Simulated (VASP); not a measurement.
# Ni (Im-3m) in VASP: further runs

Runs on Ni. Level: BLYP. Tasks: single point, relaxation of cell and atoms.

All numbers are computed with VASP 6.6.1; they aren't measurements. Logs are shortened: lines on timing, memory, paths and dates and some standing lists are left out, and cuts for length are marked.

## 1. Starting point

Symmetry: Im-3m, No. 229, cubic system. The conventional cell has a = 2.848 Å, b = 2.848 Å, c = 2.848 Å, α = 90.00°, β = 90.00°, γ = 90.00°. Ni (site symmetry m-3m) is surrounded by 8 Ni at 2.47 Å.

This isn't the form of Ni at room conditions, which is fcc.

## 2. Single point, BLYP, collinear spin, typed start

INCAR

```
SYSTEM = Ni
PREC = Accurate
ENCUT = 520
EDIFF = 1E-6
ISMEAR = -1
SIGMA = 0.05
LREAL = .FALSE.
LASPH = .TRUE.
NELM = 150
ALGO = Normal
ISIF = 2
LWAVE = .FALSE.
LCHARG = .FALSE.
ISPIN = 2
MAGMOM = 0.584
LORBIT = 11
LMAXMIX = 4
GGA = B5
ALDAX = 1.0
AGGAX = 1.0
AGGAC = 1.0
ALDAC = 0.0
NBANDS = 15
```

KPOINTS

```
Automatic mesh
0
G
  25 25 25
  0 0 0
```

POSCAR

```
Ni
1.0
   -1.4239439376      1.4239439376      1.4239439376
    1.4239439376     -1.4239439376      1.4239439376
    1.4239439376      1.4239439376     -1.4239439376
Ni
1
Direct
    0.0000000000      0.0000000000      0.0000000000
```

Potentials or basis: VASP PAW PBE potentials, release 64 (Ni).

The run is started by

```console
$ cat potpaw_PBE.64/Ni/POTCAR > POTCAR
$ mpirun -np 1 vasp_std > vasp.out
```

OUTCAR:

```text
SYSTEM = Ni
   PREC = Accurate
   ENCUT = 520
   EDIFF = 1E-6
   ISMEAR = -1
   LREAL = .FALSE.
   LASPH = .TRUE.
   NELM = 150
   ISIF = 2
   ISPIN = 2
   LORBIT = 11
   GGA = B5

 ion  position               nearest neighbor table
   1  0.000  0.000  0.000-

  LATTYP: Found a body centered cubic cell.
 ALAT       =     2.8478878752

  Lattice vectors:

 A1 = (  -1.4239439376,   1.4239439376,   1.4239439376)
 A2 = (   1.4239439376,  -1.4239439376,   1.4239439376)
 A3 = (   1.4239439376,   1.4239439376,  -1.4239439376)

Analysis of symmetry for initial positions (statically):
=====================================================================
 Subroutine PRICEL returns:
 Original cell was already a primitive cell.

 Routine SETGRP: Setting up the symmetry group for a
 body centered cubic supercell.

 Subroutine GETGRP returns: Found 48 space group operations
 (whereof 48 operations were pure point group operations)
 out of a pool of 48 trial point group operations.

The static configuration has the point symmetry O_h .

Analysis of symmetry for dynamics (positions and initial velocities):
=====================================================================
 Subroutine PRICEL returns:
 Original cell was already a primitive cell.

 Routine SETGRP: Setting up the symmetry group for a
 body centered cubic supercell.

 Subroutine GETGRP returns: Found 48 space group operations
 (whereof 48 operations were pure point group operations)
 out of a pool of 48 trial point group operations.

The dynamic configuration has the point symmetry O_h .

Analysis of structural, dynamic, and magnetic symmetry:
=====================================================================
 Subroutine PRICEL returns:
 Original cell was already a primitive cell.

 Routine SETGRP: Setting up the symmetry group for a
 body centered cubic supercell.

 Subroutine GETGRP returns: Found 48 space group operations
 (whereof 48 operations were pure point group operations)
 out of a pool of 48 trial point group operations.

The overall configuration has the point symmetry O_h .

 Subroutine INISYM returns: Found 48 space group operations
 (whereof 48 operations are pure point group operations),
 and found     1 'primitive' translations

----------------------------------------------------------------------------------------

                                     Primitive cell

  volume of cell :      11.5488

  direct lattice vectors                    reciprocal lattice vectors
    -1.423943938  1.423943938  1.423943938     0.000000000  0.351137420  0.351137420
     1.423943938 -1.423943938  1.423943938     0.351137420  0.000000000  0.351137420
     1.423943938  1.423943938 -1.423943938     0.351137420  0.351137420  0.000000000

  length of vectors
     2.466343247  2.466343247  2.466343247     0.496583301  0.496583301  0.496583301

  position of ions in fractional coordinates (direct lattice)
     0.000000000  0.000000000  0.000000000

  ion indices of the primitive-cell ions
   primitive index   ion index
                 1           1

----------------------------------------------------------------------------------------

 KPOINTS: Automatic mesh

Automatic generation of k-mesh.
 Grid dimensions read from file:
 generate k-points for:   25   25   25

 Generating k-lattice:

  Cartesian coordinates                     Fractional coordinates (reciprocal lattice)
     0.000000000  0.014045497  0.014045497     0.040000000  0.000000000  0.000000000
     0.014045497  0.000000000  0.014045497     0.000000000  0.040000000  0.000000000
     0.014045497  0.014045497  0.000000000     0.000000000  0.000000000  0.040000000

  Length of vectors
     0.019863332  0.019863332  0.019863332

  Shift w.r.t. Gamma in fractional coordinates (k-lattice)
     0.000000000  0.000000000  0.000000000

 Subroutine IBZKPT returns following result:
 ===========================================

 Found    455 irreducible k-points:

 Following reciprocal coordinates:
            Coordinates               Weight
  0.000000  0.000000  0.000000      1.000000
  0.040000  0.000000  0.000000     12.000000
  0.080000  0.000000  0.000000     12.000000
  0.120000  0.000000  0.000000     12.000000
  0.160000  0.000000  0.000000     12.000000
  0.200000  0.000000  0.000000     12.000000
[... 16 lines left out ...]
  0.400000  0.040000  0.000000     48.000000
  0.440000  0.040000  0.000000     48.000000
 [... further k-points ...]
   k-points           NKPTS =    455   k-points in BZ     NKDIM =    455   number of bands    NBANDS=     15
   number of dos      NEDOS =    301   number of ions     NIONS =      1
   total plane-waves  NPLWV =   5832
   dimension x,y,z NGX =    18 NGY =   18 NGZ =   18
   dimension x,y,z NGXF=    36 NGYF=   36 NGZF=   36
   ions per type =               1
   NGX,Y,Z   is equivalent  to a cutoff of  12.13, 12.13, 12.13 a.u.
   NGXF,Y,Z  is equivalent  to a cutoff of  24.27, 24.27, 24.27 a.u.
 SYSTEM =  Ni
   PREC   = accura    normal or accurate (medium, high low for compatibility)
   ISTART =      0    job   : 0-new  1-cont  2-samecut
   ICHARG =      2    charge: 1-file 2-atom 10-const
   ISPIN  =      2    spin polarized calculation?
   LNONCOLLINEAR =      F non collinear calculations
   LSORBIT =      F    spin-orbit coupling
   LASPH  =      T    aspherical Exc in radial PAW
   ENCUT  =  520.0 eV  38.22 Ry    6.18 a.u.   4.59  4.59  4.59*2*pi/ulx,y,z
   NELM   =    150;   NELMIN=  2; NELMDL= -5     # of ELM steps
   EDIFF  = 0.1E-05   stopping-criterion for ELM
   LREAL  =      F    real-space projection
   EDIFFG = 0.1E-04   stopping-criterion for IOM
   NSW    =      0    number of steps for IOM
   IBRION =     -1    ionic relax: 0-MD 1-quasi-New 2-CG
   NFREE  =      0    steps in history (QN), initial steepest desc. (CG)
   ISIF   =      2    stress and relaxation
   ISYM   =      2    0-nonsym 1-usesym 2-fastsym
   POTIM  = 0.5000    time-step for ionic-motion
   TEBEG  =    0.0;   TEEND  =   0.0 temperature during run
   PSTRESS=    0.0 pullay stress
   NELECT =      10.0000    total number of electrons
   NUPDOWN=      -1.0000    fix difference up-down
   EMIN   =  10.00;   EMAX   =-10.00  energy-range for DOS
   EFERMI =   0.00;   METHOD = LEGACY
   ISMEAR =    -1;   SIGMA  =   0.05  broadening in eV -4-tet -1-fermi 0-gaus
   EFERMI_NEDOS =   21; number of points for ismear=-14 and -15
   IALGO  =     38    algorithm
   IMIX   =      4    mixing-type and parameters
     AMIX     =   0.40;   BMIX     =  1.00
     AMIX_MAG =   1.60;   BMIX_MAG =  1.00
  volume/ion in A,a.u.               =      11.55        77.94
  Fermi-wavevector in a.u.,A,eV,Ry     =   1.560374  2.948679 33.127002  2.434766
  Thomas-Fermi vector in A             =   2.663595
   LORBIT       =     11    0 simple, 1 ext, 2 COOP (PROOUT), +10 PAW based schemes
   GGA     = B5    functional components
   LHFCALC =     F    Hartree Fock is set to
   AEXX    =    0.0000 exact exchange contribution
   IVDW    =     0    specifies the selected vdW correction
   LEPSILON=     F    determine dielectric tensor
   LRPA    =     F    only Hartree local field effects (RPA)
 spin polarized calculation
  energy-cutoff  :      520.00
  volume of cell :       11.55
 maximum number of plane-waves:       325
   NGX =  9   NGY =  9   NGZ =  9

 number of electron      10.0000002 magnetization       0.5484947

 Free energy of the ion-electron system (eV)
  ---------------------------------------------------
  ext. energy  EPLUGINS =         0.00000000
  ---------------------------------------------------
  free energy    TOTEN  =        -4.52939558 eV

  energy without entropy =       -4.51670453  energy(sigma->0) =       -4.52305005

 E-fermi :   8.8815     XC(G=0): -12.3180

 val. band max:        8.8803548835   @ k =  -0.2800   0.3200   0.0800
 cond. band min:       8.8863415192   @ k =  -0.3200   0.3600   0.1600
 fundamental gap:      0.0059866356
 Fermi energy:         8.8815190286

 spin component 1

 k-point     1 :       0.0000    0.0000    0.0000
  band No.  band energies     occupation
      1       0.5481      1.00000
      2       6.7394      1.00000
      3       6.7394      1.00000
      4       6.7394      1.00000
      5       8.0552      1.00000
      6       8.0552      1.00000
      7      35.0867      0.00000
      8      35.0867      0.00000
      9      35.0867      0.00000
     10      39.3700      0.00000
     11      39.3700      0.00000
     12      39.3700      0.00000
     13      39.5750      0.00000
     14      39.5750      0.00000
     15      40.7946      0.00000

 k-point     2 :       0.0400    0.0000    0.0000
  band No.  band energies     occupation
      1       0.6118      1.00000
      2       6.7257      1.00000
      3       6.7391      1.00000
      4       6.7672      1.00000
      5       8.0410      1.00000
      6       8.0562      1.00000
      7      34.4626      0.00000
      8      34.9575      0.00000
      9      34.9684      0.00000
     10      38.3143      0.00000
     11      38.3489      0.00000
     12      38.3944      0.00000
     13      40.0226      0.00000
     14      40.8982      0.00000
     15      41.0364      0.00000
[... 365 lines left out ...]
      3       7.8870      1.00000
      4       8.0339      1.00000
      5       8.3502      0.99998
      6       8.9847      0.11276
      7      16.5724      0.00000
      8      27.4612      0.00000
      9      28.2029      0.00000
     10      32.6269      0.00000
     11      35.6056      0.00000
     12      43.2281      0.00000
     13      45.5677      0.00000
     14      51.1761      0.00000
     15      53.3577      0.00000

 k-point    24 :       0.4400    0.0400    0.0000
  band No.  band energies     occupation
      1       4.6590      1.00000
      2       5.9311      1.00000
      3       7.9543      1.00000
      4       8.1002      1.00000
      5       8.5620      0.99832
      6       9.4832      0.00001
      7      15.4377      0.00000
      8      27.2293      0.00000
      9      27.9225      0.00000
     10      32.5465      0.00000
     11      35.5935      0.00000
     12      43.5714      0.00000
     13      46.6515      0.00000
     14      49.7202      0.00000
     15      52.9925      0.00000

 [... further k-points ...]

 spin component 2

 k-point     1 :       0.0000    0.0000    0.0000
  band No.  band energies     occupation
      1       0.5515      1.00000
      2       7.4014      1.00000
      3       7.4015      1.00000
      4       7.4015      1.00000
      5       8.5010      0.99951
      6       8.5010      0.99951
      7      35.0134      0.00000
      8      35.0134      0.00000
      9      35.0134      0.00000
     10      39.5313      0.00000
     11      39.5313      0.00000
     12      39.5348      0.00000
     13      39.5348      0.00000
     14      39.5348      0.00000
     15      40.9601      0.00000

 k-point     2 :       0.0400    0.0000    0.0000
  band No.  band energies     occupation
      1       0.6152      1.00000
      2       7.3868      1.00000
      3       7.4005      1.00000
      4       7.4303      1.00000
      5       8.4862      0.99963
      6       8.5021      0.99949
      7      34.4096      0.00000
      8      34.8873      0.00000
      9      34.9072      0.00000
     10      38.4117      0.00000
     11      38.4549      0.00000
     12      38.5612      0.00000
     13      40.0114      0.00000
     14      40.9536      0.00000
     15      41.1909      0.00000
[... 365 lines left out ...]
      3       8.2195      1.00000
      4       8.5299      0.99912
      5       8.7847      0.87388
      6       9.5637      0.00000
      7      16.8268      0.00000
      8      27.4794      0.00000
      9      28.2759      0.00000
     10      32.7501      0.00000
     11      35.6942      0.00000
     12      43.2379      0.00000
     13      45.6042      0.00000
     14      51.2788      0.00000
     15      54.0848      0.00000

 k-point    24 :       0.4400    0.0400    0.0000
  band No.  band energies     occupation
      1       5.0085      1.00000
      2       6.5375      1.00000
      3       8.4351      0.99987
      4       8.5424      0.99887
      5       9.0496      0.03352
      6       9.8325      0.00000
      7      15.7442      0.00000
      8      27.2494      0.00000
      9      27.9865      0.00000
     10      32.6747      0.00000
     11      35.6847      0.00000
     12      43.5614      0.00000
     13      46.7170      0.00000
     14      49.7698      0.00000
     15      53.7121      0.00000

 [... further k-points ...]

------------------------ aborting loop because EDIFF is reached ----------------------------------------

  FORCE on cell =-STRESS in cart. coord.  units (eV):
  Direction    XX          YY          ZZ          XY          YZ          ZX
  --------------------------------------------------------------------------------------
  -------------------------------------------------------------------------------------
  Total        0.0091799      0.0091799      0.0091799      0.0000000      0.0000000     -0.0000000
  in kB        1.2735271      1.2735271      1.2735271      0.0000000      0.0000000     -0.0000000
  external PRESSURE =       1.2735271 kB  Pullay stress =       0.0000000 kB

 VOLUME and BASIS-vectors are now :
 -----------------------------------------------------------------------------
  energy-cutoff  :      520.00
  volume of cell :       11.55
      direct lattice vectors                 reciprocal lattice vectors
    -1.423943938  1.423943938  1.423943938     0.000000000  0.351137420  0.351137420
     1.423943938 -1.423943938  1.423943938     0.351137420  0.000000000  0.351137420
     1.423943938  1.423943938 -1.423943938     0.351137420  0.351137420  0.000000000

 POSITION                                       TOTAL-FORCE (eV/Angst)
 -----------------------------------------------------------------------------------
      0.00000      0.00000      0.00000        -0.000000      0.000000     -0.000000
 -----------------------------------------------------------------------------------
    total drift:                                0.000000     -0.000000      0.000000

  FREE ENERGIE OF THE ION-ELECTRON SYSTEM (eV)
  ---------------------------------------------------
  free  energy   TOTEN  =        -4.5293955770 eV

  energy  without entropy=       -4.5167045326  energy(sigma->0) =       -4.52305005

 total charge

# of ion       s       p       d       tot
------------------------------------------
    1        0.472   0.425   8.366   9.263

 magnetization (x)

# of ion       s       p       d       tot
------------------------------------------
    1       -0.005  -0.015   0.577   0.557
```

Run time: 83 s. Hardware: 1 thread of AMD EPYC 9R45 (Zen 5), shared host; peak memory 0.18 GiB.

Results:

- Free energy: -4.5294 eV
- Pressure: 0.1 GPa
- Band gap on the k mesh: none (metal or under the smearing width)
- Net moment: 0.55 μB per cell
- Site moments: Ni +0.56 μB
- Valence electrons inside the program's atomic spheres: Ni 9.26

Caveat: the PAW data sets were made with another functional, which shifts forces and pressure a little.

## 3. Single point, BLYP, collinear spin, typed start

This run uses another cell than the first one, of 12.93 Å³/atom, 1.120 times its volume.

INCAR

```
SYSTEM = Ni
  PREC = Accurate
  ENCUT = 520
  EDIFF = 1E-6
  ISMEAR = -1
  SIGMA = 0.05
  LREAL = .FALSE.
  LASPH = .TRUE.
  NELM = 150
  ALGO = Fast
  ISIF = 2
  LWAVE = .FALSE.
  LCHARG = .FALSE.
  ISPIN = 2
  MAGMOM = 0.589
  LORBIT = 11
  LMAXMIX = 4
  GGA = B5
  ALDAX = 1.0
  AGGAX = 1.0
  AGGAC = 1.0
  ALDAC = 0.0
  NBANDS = 15
```

KPOINTS

```
regular mesh
0
G
  17 17 17
  0 0 0
```

POSCAR

```
Ni
1.0
   -1.4787640995      1.4787640995      1.4787640995
    1.4787640995     -1.4787640995      1.4787640995
    1.4787640995      1.4787640995     -1.4787640995
Ni
1
Direct
    0.0000000000      0.0000000000      0.0000000000
```

Potentials or basis: VASP PAW PBE potentials, release 64 (Ni).

The run is started by

```console
$ cat potpaw_PBE.64/Ni/POTCAR > POTCAR
$ mpirun -np 1 vasp_std > vasp.out
```

It took 46 s on 1 thread of AMD EPYC 9R45 (Zen 5), shared host; peak memory 0.13 GiB.

Results (log left out):

* Free energy: -4.4637 eV
* Pressure: -14.0 GPa
* Band gap on the k mesh: none (metal or under the smearing width)
* Net moment: 0.60 μB per cell
* Site moments: Ni +0.61 μB
* Valence electrons inside the program's atomic spheres: Ni 9.11

Levels at points of the mesh, in eV from the Fermi level:
Spin up:
| k point | band 1 | band 2 | band 3 | band 4 | band 5 | band 6 | band 7 | band 8 | band 9 | band 10 |
| --- | --- | --- | --- | --- | --- | --- | --- | --- | --- | --- |
| (0.00, 0.00, 0.00) | -7.65 | -1.95 | -1.95 | -1.95 | -0.81 | -0.81 | 25.02 | 25.02 | 25.02 | 27.66 |
Spin down:
| k point | band 2 | band 3 | band 4 | band 5 | band 6 | band 7 | band 8 | band 9 |
| --- | --- | --- | --- | --- | --- | --- | --- | --- |
| (0.00, 0.00, 0.00) | -1.23 | -1.23 | -1.23 | -0.32 | -0.32 | 24.93 | 24.93 | 24.93 |

Caveat: the PAW data sets were made with another functional, which shifts forces and pressure a little.

(Continued in part 2 of 2.)
